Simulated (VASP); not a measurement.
# Cd: intraband terms of a metal's spectrum

Cd, Im-3m (no. 229), 1 atom in the cell. PBE, independent-particle dielectric function; PAW potentials Cd (PBE set).

## Input

INCAR.step1:
```
EDIFF    = 1E-7           # SCF threshold, eV
ENCUT    = 320            # plane-wave cutoff, eV
ISMEAR   = 1              # smearing method
KPAR     = 4            
LASPH    = True           # aspherical terms in the spheres
LCHARG   = True           # write CHGCAR
LMAXMIX  = 4              # l up to which the mixer works
LWAVE    = False          # write WAVECAR
PREC     = Accurate       # precision mode
SIGMA    = 0.1            # smearing width, eV
```

INCAR.step2:
```
CSHIFT   = 0.1          
EDIFF    = 1E-6           # SCF threshold, eV
ENCUT    = 320            # plane-wave cutoff, eV
ICHARG   = 11             # starting density
ISMEAR   = 0              # smearing method
KPAR     = 4            
LASPH    = True           # aspherical terms in the spheres
LCHARG   = False          # write CHGCAR
LMAXMIX  = 4              # l up to which the mixer works
LWAVE    = True           # write WAVECAR
NBANDS   = 20             # bands
NEDOS    = 3000           # points of the DOS
OMEGAMAX = 30           
PREC     = Accurate       # precision mode
SIGMA    = 0.3            # smearing width, eV
```

INCAR.step3, as INCAR.step2 but for:
```
- LWAVE = True
+ ALGO = None
+ ISTART = 1
+ LOPTICS = True
+ LWAVE = False
+ NELM = 1
```

INCAR.step4, as INCAR.step3 but for:
```
+ WPLASMAI = 0.03
```

INCAR.step5 to INCAR.step6 change the same tag again: WPLASMAI = 0.1, 0.3.

INCAR.step7, as INCAR.step6 but for:
```
- WPLASMAI = 0.3
+ RTIME = 20
```

INCAR.step8, as INCAR.step7 but for:
```
- RTIME = 20
+ RTIME = 1
```

INCAR.step9, as INCAR.step8 but for:
```
- RTIME = 1
+ LNABLA = True
```

INCAR.step10, as INCAR.step9 but for:
```
- ISMEAR = 0
- LNABLA = True
+ ISMEAR = -5
```

KPOINTS.step1:
```
k-points
0
Gamma
  10 10 10
```

KPOINTS.step2:
```
k-points
0
Gamma
  21 21 21
```

POSCAR:
```
Cd
1.0
   -1.7843220000      1.7843220000      1.7843220000
    1.7843220000     -1.7843220000      1.7843220000
    1.7843220000      1.7843220000     -1.7843220000
Cd
1
Direct
    0.0000000000      0.0000000000      0.0000000000
```

Commands (each step's output is kept before the next begins):
```
cat potpaw_PBE.64/Cd/POTCAR > POTCAR
cp INCAR.step1 INCAR
cp KPOINTS.step1 KPOINTS
mpirun -np 4 vasp_std > vasp.out
cp INCAR.step2 INCAR
cp KPOINTS.step2 KPOINTS
mpirun -np 4 vasp_std > vasp.out
cp INCAR.step3 INCAR
mpirun -np 4 vasp_std > vasp.out
cp INCAR.step4 INCAR
mpirun -np 4 vasp_std > vasp.out
cp INCAR.step5 INCAR
mpirun -np 4 vasp_std > vasp.out
cp INCAR.step6 INCAR
mpirun -np 4 vasp_std > vasp.out
cp INCAR.step7 INCAR
mpirun -np 4 vasp_std > vasp.out
cp INCAR.step8 INCAR
mpirun -np 4 vasp_std > vasp.out
cp INCAR.step9 INCAR
mpirun -np 4 vasp_std > vasp.out
cp INCAR.step10 INCAR
mpirun -np 4 vasp_std > vasp.out
```

## Result

- Bands: 20

One ground state, settings moved in the last step alone:

| Settings | Plasma frequency (eV) | Im ε at 0.5 eV | Im ε at 1 eV | Im ε at 2 eV | Im ε at 4 eV | Time (s) |
|---|---|---|---|---|---|---|
| interband part alone | 10.16 | 138.9 | 12.5 | 1.6 | 0.6 | 8 |
| Drude term, WPLASMAI 0.03 | 10.16 | 163.6 | 15.6 | 2.0 | 0.6 | 8 |
| Drude term, WPLASMAI 0.1 | 10.16 | 218.4 | 22.7 | 2.9 | 0.7 | 8 |
| Drude term, WPLASMAI 0.3 | 10.16 | 321.3 | 40.9 | 5.4 | 1.1 | 11 |
| relaxation time RTIME 20 fs | 10.16 | 166.0 | 15.9 | 2.0 | 0.6 | 12 |
| relaxation time RTIME 1 fs | 10.16 | 338.0 | 59.9 | 9.3 | 1.6 | 11 |
| transversal form (LNABLA) | 10.27 | 141.9 | 12.6 | 1.6 | 0.6 | 9 |
| tetrahedron method | – | – | – | – | – | no result |

Limits: Spin-orbit coupling is left out, which can matter with atoms this heavy.

VASP 6.6.1 took 88 s on 4 cores (Intel Xeon Platinum 8259CL @ 2.50GHz (Skylake/Cascade Lake)), a shared host.
